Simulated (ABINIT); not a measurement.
# Te2Pt (Moncheite) (P-3m1) in ABINIT: further runs

The runs below take Te2Pt (Moncheite) through band structure, with PBE.

Everything below comes from runs of ABINIT 10.8.3 (patched build). Logs are shortened: lines on timing, memory, paths and dates and some standing lists are left out, and cuts for length are marked. The log counts tension as positive stress, the text compression.

### 1 Starting point

It takes space group P-3m1 (No. 164, trigonal). Conventional cell: a = 4.010 Å, b = 4.010 Å, c = 5.201 Å, α = 90.00°, β = 90.00°, γ = 120.00°. Pt (site symmetry -3m) has 6 Te at 2.66 Å as nearest neighbours. Around Te (site symmetry 3m) lie 3 Pt at 2.66 Å.

### 2 Band structure, PBE

run.abi

```
# Datasets: ground state, then fixed potential
ndtset 2

# Pseudopotentials
pp_dirpath "./"
pseudos "Pt.GGA_PBE-JTH.xml, Te.GGA_PBE-JTH.xml"

# Structure
acell 7.5778017597 7.5778017598 9.8284655742
rprim
     1.0000000000     0.0000000000     0.0000000000
    -0.5000000000     0.8660254038     0.0000000000
     0.0000000000     0.0000000000     1.0000000000
ntypat 2
znucl 78 52
natom 3
typat 1 2 2
xred
     0.0000000000     0.0000000000     0.0000000000
     0.6666666667     0.3333333333     0.7500000000
     0.3333333333     0.6666666667     0.2500000000

# Plane-wave basis
ecut 435.382180 eV
pawecutdg 32.0
pawxcdev 0

# Exchange and correlation
ixc 11

# Bands and occupations
occopt 3
tsmear 0.00183747

# SCF cycle
nstep 100

# Output
iomode 3
prtwf 0
prteig 0
prtebands 0
enunit 1
prtden1 1
prtvha1 1
prtvclmb1 1
prtpot1 1

# Dataset 1
kptopt1 1
ngkpt1 8 8 5
nshiftk1 1
shiftk1 0.0 0.0 0.0
nband1 15
tolvrs1 1.0e-9

# Dataset 2: bands along G-M-K-G-A-L-H-A
iscf2 -2
getden2 1
nband2 21
nbdbuf2 4
tolwfr2 1.0e-11
kptopt2 -7
ndivsm2 5
prteig2 1
prtvol2 -3
kptbounds2
     0.0000000000     0.0000000000     0.0000000000
     0.5000000000     0.0000000000     0.0000000000
     0.3333333333     0.3333333333     0.0000000000
     0.0000000000     0.0000000000     0.0000000000
     0.0000000000     0.0000000000     0.5000000000
     0.5000000000     0.0000000000     0.5000000000
     0.3333333333     0.3333333333     0.5000000000
     0.0000000000     0.0000000000     0.5000000000
```

Potentials or basis: JTH PAW PBE v2.0.

Run with:

```
$ abinit run.abi > log 2>&1
```

run.abo:

```text
.Version 10.8.3 of ABINIT
 DATASET    1 : space group P-3 m 1 (#164); Bravais hP (primitive hexag.)
================================================================================
 Values of the parameters that define the memory need for DATASET  1.
     intxc =       0    ionmov =       0      iscf =      17    lmnmax =      18
     lnmax =       6     mgfft =      36  mpssoang =       3    mqgrid =    3001
     natom =       3  nloc_mem =       2    nspden =       1   nspinor =       1
    nsppol =       1      nsym =      12    n1xccc =       1    ntypat =       2
    occopt =       3   xclevel =       2
       mpw =        1506          nfft =       32400          nkpt =          40
 PAW method is used; the additional fine FFT grid is defined by:
   mgfftf=        54    nfftf =     86400
================================================================================
================================================================================

 DATASET    2 : space group P-3 m 1 (#164); Bravais hP (primitive hexag.)
================================================================================
 Values of the parameters that define the memory need for DATASET  2.
     intxc =       0    ionmov =       0      iscf =      -2    lmnmax =      18
     lnmax =       6     mgfft =      36  mpssoang =       3    mqgrid =    3001
     natom =       3  nloc_mem =       2    nspden =       1   nspinor =       1
    nsppol =       1      nsym =      12    n1xccc =       1    ntypat =       2
    occopt =       3   xclevel =       2
       mpw =        1515          nfft =       32400          nkpt =          55
 PAW method is used; the additional fine FFT grid is defined by:
   mgfftf=        54    nfftf =     86400
================================================================================
================================================================================

--------------------------------------------------------------------------------
------------- Echo of variables that govern the present computation ------------
--------------------------------------------------------------------------------
 -outvars: echo values of preprocessed input variables --------
            acell      7.5778017597E+00  7.5778017598E+00  9.8284655742E+00 Bohr
              amu      1.95080000E+02  1.27600000E+02
             ecut      1.60000000E+01 Hartree
           enunit           1
           getden1          0
           getden2          1
             iscf1         17
             iscf2         -2
              ixc          11
           jdtset        1    2
           kptopt1          1
           kptopt2         -7
         kptrlatt        8    0    0      0    8    0      0    0    5
          kptrlen1     4.91423279E+01
          kptrlen2     3.00000000E+01
            natom           3
            nband1         15
            nband2         21
           nbdbuf1          0
           nbdbuf2          4
           ndtset           2
           ndivsm1          0
           ndivsm2          5
            ngfft          30      30      36
          ngfftdg          40      40      54
             nkpt1         40
             nkpt2         55
            nstep         100
             nsym          12
           ntypat           2
           occopt           3
        pawecutdg      3.20000000E+01 Hartree
         pawxcdev           0
        prtebands           0
           prteig1          0
           prteig2          1
           prtpot1          1
           prtpot2          0
         prtvclmb1          1
         prtvclmb2          0
           prtvha1          1
           prtvha2          0
           prtvol1          0
           prtvol2         -3
            prtwf           0
            rprim      1.0000000000E+00  0.0000000000E+00  0.0000000000E+00
                      -5.0000000000E-01  8.6602540380E-01  0.0000000000E+00
                       0.0000000000E+00  0.0000000000E+00  1.0000000000E+00
           shiftk1     0.00000000E+00  0.00000000E+00  0.00000000E+00
           shiftk2     5.00000000E-01  5.00000000E-01  5.00000000E-01
          spgroup         164
           tolvrs1     1.00000000E-09
           tolvrs2     0.00000000E+00
           tolwfr1     0.00000000E+00
[... 272 lines left out ...]
 -6.6048E-01 -5.3017E-01 -3.8749E-01 -3.5800E-01 -3.5800E-01 -2.8052E-01
 -2.8052E-01 -2.3313E-01 -1.5532E-01 -1.5532E-01 -9.0944E-02 -9.0944E-02
 -8.3451E-02 -3.2634E-02  2.8897E-02  8.8399E-02  8.8399E-02  2.2609E-01
  2.4583E-01  2.4612E-01  2.5260E-01
 Non-SCF case, kpt    2 (  0.05556  0.00000  0.00000), residuals and eigenvalues=
  4.40E-12  9.21E-12  5.21E-12  6.58E-12  3.67E-12  5.62E-12  8.50E-12  9.39E-12
  7.75E-12  3.89E-12  9.85E-12  8.69E-12  7.18E-12  9.13E-12  4.66E-12  9.23E-12
[... 415 lines left out ...]
  7.62E-12  9.82E-12  4.82E-12  4.44E-12  7.69E-12  4.91E-12  7.84E-12  9.93E-12
  9.97E-12  9.01E-12  9.75E-12  6.53E-12  9.36E-12
 -6.3334E-01 -5.8969E-01 -3.5721E-01 -3.5473E-01 -3.0918E-01 -2.8335E-01
 -2.8297E-01 -2.1499E-01 -2.0465E-01 -1.7564E-01 -1.5704E-01 -6.3422E-02
 -5.6206E-02  2.6955E-02  4.2627E-02  6.4356E-02  9.3950E-02  1.2802E-01
  1.5328E-01  1.6483E-01  1.8845E-01
 Non-SCF case, kpt   55 (  0.00000  0.00000  0.50000), residuals and eigenvalues=
  6.78E-12  5.17E-12  3.20E-12  7.57E-12  8.09E-12  6.18E-12  6.27E-12  7.85E-12
  5.51E-12  6.17E-12  7.06E-12  4.74E-12  7.98E-12  8.32E-12  7.24E-12  6.07E-12
  3.55E-12  9.14E-12  6.26E-12  6.28E-12  6.26E-12
 -6.3470E-01 -5.9012E-01 -3.5546E-01 -3.5546E-01 -3.0958E-01 -2.8197E-01
 -2.8197E-01 -2.1877E-01 -1.8339E-01 -1.7605E-01 -1.7605E-01 -4.9000E-02
 -4.9000E-02  1.9039E-02  5.4137E-02  5.4137E-02  8.3190E-02  1.3840E-01
  1.4854E-01  1.6245E-01  1.6245E-01

--- !ResultsGS
iteration_state: {dtset: 2, }
comment   : Summary of ground state results
lattice_vectors:
- [  7.5778018,   0.0000000,   0.0000000, ]
- [ -3.7889009,   6.5625688,   0.0000000, ]
- [  0.0000000,   0.0000000,   9.8284656, ]
lattice_lengths: [   7.57780,    7.57780,    9.82847, ]
lattice_angles: [ 90.000,  90.000, 120.000, ] # degrees, (23, 13, 12)
lattice_volume:   4.8876808E+02
convergence: {deltae:  0.000E+00, res2:  0.000E+00, residm:  9.986E-12, diffor:  0.000E+00, }
etotal    :  -4.36961802E+01
entropy   :   0.00000000E+00
fermie    :  -1.29594507E-01
cartesian_stress_tensor: null
pressure_GPa: null
xred      :
- [  0.0000E+00,   0.0000E+00,   0.0000E+00, Pt]
- [  6.6667E-01,   3.3333E-01,   7.5000E-01, Te]
- [  3.3333E-01,   6.6667E-01,   2.5000E-01, Te]
cartesian_forces: null
force_length_stats: {min: null, max: null, mean: null, }
...

 Integrated electronic density in atomic spheres:
 ------------------------------------------------
 Atom  Sphere_radius  Integrated_density
    1        2.51622          8.77080939
    2        2.31107          3.12788562
    3        2.31107          3.12788562

================================================================================

 ----iterations are completed or convergence reached----

 Mean square residual over all n,k,spin=   71.596E-13; max=  99.864E-13
 reduced coordinates (array xred) for    3 atoms
       0.000000000000      0.000000000000      0.000000000000
       0.666666666667      0.333333333333      0.750000000000
       0.333333333333      0.666666666667      0.250000000000

 cartesian coordinates (angstrom) at end:
    1      0.00000000000000     0.00000000000000     0.00000000000000
    2      2.00499999861791     1.15758728896842     3.90074999736217
    3     -0.00000000001764     2.31517457793684     1.30024999912072
 length scales=  7.577801759700  7.577801759800  9.828465574200 bohr
              =  4.009999997253  4.009999997306  5.200999996483 angstroms
 Eigenvalues (   eV  ) for nkpt=  55  k points:
 kpt#   1, nband= 21, wtk=  1.00000, kpt=  0.0000  0.0000  0.0000 (reduced coord)
 -17.97257  -14.42677  -10.54417   -9.74179   -9.74179   -7.63339   -7.63339   -6.34366
  -4.22645   -4.22645   -2.47471   -2.47471   -2.27082   -0.88801    0.78632    2.40546
   2.40546    6.15221    6.68939    6.69731    6.87350
 kpt#   2, nband= 21, wtk=  1.00000, kpt=  0.0556  0.0000  0.0000 (reduced coord)
 -17.93747  -14.44868  -10.50612   -9.72121   -9.71337   -7.66111   -7.65069   -6.38425
  -4.47506   -4.32770   -2.76408   -2.40077   -2.18084   -0.55135    0.97300    2.28574
   2.50112    5.79876    6.02877    6.38749    6.49661
 kpt#   3, nband= 21, wtk=  1.00000, kpt=  0.1111  0.0000  0.0000 (reduced coord)
 -17.83318  -14.51204  -10.39376   -9.66088   -9.63104   -7.75190   -7.69772   -6.52088
  -5.01315   -4.59004   -3.24856   -2.21545   -2.08554    0.05286    1.25859    2.32109
   2.76310    4.85700    5.39058    5.62319    7.04010
 kpt#   4, nband= 21, wtk=  1.00000, kpt=  0.1667  0.0000  0.0000 (reduced coord)
 -17.66290  -14.61101  -10.21330   -9.56527   -9.50426   -7.93910   -7.76118   -6.76995
  -5.51230   -4.94431   -3.78712   -2.03261   -1.97862    0.33755    1.43493    3.03411
   3.09123    4.09344    4.92756    4.93518    7.49389
 kpt#   5, nband= 21, wtk=  1.00000, kpt=  0.2222  0.0000  0.0000 (reduced coord)
[... 189 lines left out ...]
  -5.36782   -4.56963   -3.98600   -3.25165   -2.28183    0.77309    1.22176    2.64740
   3.28094    3.51775    4.89523    6.31634    7.11968
 kpt#  53, nband= 21, wtk=  1.00000, kpt=  0.0667  0.0667  0.5000 (reduced coord)
 -17.12423  -16.01243   -9.83913   -9.59677   -8.39666   -7.81397   -7.78671   -6.18817
  -5.59528   -4.73217   -3.87893   -2.48028   -1.99157    0.86307    1.00491    2.48773
   2.92931    2.99525    4.61871    5.20835    6.09714
 kpt#  54, nband= 21, wtk=  1.00000, kpt=  0.0333  0.0333  0.5000 (reduced coord)
 -17.23398  -16.04618   -9.72018   -9.65261   -8.41310   -7.71045   -7.70011   -5.85030
  -5.56887   -4.77946   -4.27336   -1.72580   -1.52945    0.73348    1.15994    1.75121
   2.55651    3.48370    4.17100    4.48519    5.12787
 kpt#  55, nband= 21, wtk=  1.00000, kpt=  0.0000  0.0000  0.5000 (reduced coord)
 -17.27116  -16.05788   -9.67260   -9.67260   -8.42408   -7.67286   -7.67286   -5.95301
  -4.99022   -4.79046   -4.79046   -1.33337   -1.33337    0.51809    1.47315    1.47315
   2.26373    3.76594    4.04194    4.42045    4.42045

== END DATASET(S) ==============================================================
================================================================================

 -outvars: echo values of variables after computation  --------
            acell      7.5778017597E+00  7.5778017598E+00  9.8284655742E+00 Bohr
           etotal1    -4.3696180166E+01
            fcart1    -2.8426663125E-28  4.9236424821E-28 -0.0000000000E+00
                       2.8426663125E-28  4.9236424821E-28 -2.3310891439E-02
                       0.0000000000E+00 -9.8472849642E-28  2.3310891439E-02
            rprim      1.0000000000E+00  0.0000000000E+00  0.0000000000E+00
                      -5.0000000000E-01  8.6602540380E-01  0.0000000000E+00
                       0.0000000000E+00  0.0000000000E+00  1.0000000000E+00
           strten1    -3.6250956542E-04 -3.6250956685E-04 -2.8705873321E-04
                       0.0000000000E+00  0.0000000000E+00  1.7420703783E-13
           xangst      0.0000000000E+00  0.0000000000E+00  0.0000000000E+00
                       2.0049999986E+00  1.1575872890E+00  3.9007499974E+00
                      -1.7639786015E-11  2.3151745779E+00  1.3002499991E+00
             xred      0.0000000000E+00  0.0000000000E+00  0.0000000000E+00
                       6.6666666667E-01  3.3333333333E-01  7.5000000000E-01
                       3.3333333333E-01  6.6666666667E-01  2.5000000000E-01
 Calculation completed.
```

Wall time 87 s (1 thread of Arm Neoverse V1, shared host); peak memory 0.14 GiB.

Results:

```yaml
Free_energy: -1189.0336 eV
Pressure: 9.9 GPa
Largest_force: 1.199 eV/Å
Band_gap_on_the_k_mesh: none (metal or under the smearing width)
Valence_electrons_inside_the_program's_atomic_spheres: Pt 8.77; Te 3.13
```

Forces on the atoms (eV/Å):
```
Pt   0.000  0.000  0.000
Te   0.000  0.000 -1.199
Te   0.000  0.000  1.199
```

Levels at the corners of the path, in eV from the Fermi level:
| point | band 9 | band 10 | band 11 | band 12 | band 13 | band 14 |
| --- | --- | --- | --- | --- | --- | --- |
| Γ | -0.70 | -0.70 | 1.05 | 1.05 | 1.26 | 2.64 |
| M | -3.68 | -3.59 | -3.01 | 0.14 | 2.51 | 3.62 |
| K | -2.30 | -2.13 | -2.13 | -0.24 | -0.24 | 2.78 |
| Γ | -0.70 | -0.70 | 1.05 | 1.05 | 1.26 | 2.64 |
| A | -1.46 | -1.26 | -1.26 | 2.19 | 2.19 | 4.04 |
| L | -3.44 | -2.82 | -0.91 | 0.52 | 1.31 | 4.23 |
| H | -3.79 | -2.89 | -2.89 | 2.35 | 2.35 | 5.89 |
| A | -1.46 | -1.26 | -1.26 | 2.19 | 2.19 | 4.04 |

Caveat: spin-orbit coupling is left out, which moves the levels of the heavy elements; forces of over 1 eV/Å show positions far from the minimum, so gaps and moduli don't describe the material at rest.

### 3 Band structure, PBE, spin-orbit coupling, no magnetisation

Edit run.abi of step 2 so:

```diff
@@ -34,2 +34,7 @@
 
+# Spin
+nspinor 2
+nspden 1
+pawspnorb 1
+
 # SCF cycle
@@ -49,3 +54,3 @@
 # Dataset 1
-kptopt1 1
+kptopt1 4
 ngkpt1 8 8 5
@@ -53,3 +58,3 @@
 shiftk1 0.0 0.0 0.0
-nband1 15
+nband1 30
 tolvrs1 1.0e-9
@@ -59,4 +64,4 @@
 getden2 1
-nband2 21
-nbdbuf2 4
+nband2 42
+nbdbuf2 8
 tolwfr2 1.0e-11
```

Potentials or basis: JTH PAW PBE v2.0.

Run with:

```
$ abinit run.abi > log 2>&1
```

Wall time 7.4 min (1 thread of Arm Neoverse V1, shared host); peak memory 0.22 GiB.

It converged, with:

```
Free energy                                           : -1189.6249 eV
Pressure                                              : 10.0 GPa
Largest force                                         : 1.200 eV/Å
Band gap on the k mesh                                : none (metal or under the smearing width)
Valence electrons inside the program's atomic spheres : Pt 8.77; Te 3.13
```

Forces on the atoms (eV/Å):
```
Pt   0.000  0.000  0.000
Te   0.000  0.000 -1.200
Te   0.000  0.000  1.200
```

Stress tensor (GPa, compression positive):
```
10.67  0.00  0.00
 0.00 10.67  0.00
 0.00  0.00  8.65
```

Levels at the corners of the path, in eV from the Fermi level:
```
point  band 20  band 21  band 22  band 23  band 24  band 25
    Γ    -0.30     0.98     0.98     1.09     1.09     1.31
    M    -3.37    -2.88    -2.88     0.15     0.15     2.47
    K    -2.21    -2.07    -2.07    -0.26    -0.26    -0.21
    Γ    -0.30     0.98     0.98     1.09     1.09     1.31
    A    -1.46    -0.90    -0.90     2.07     2.07     2.28
    L    -2.96    -0.88    -0.88     0.50     0.50     1.30
    H    -2.82    -2.71    -2.71     2.18     2.18     2.44
    A    -1.46    -0.90    -0.90     2.07     2.07     2.28
```

Caveat: forces of over 1 eV/Å show positions far from the minimum, so gaps and moduli don't describe the material at rest.
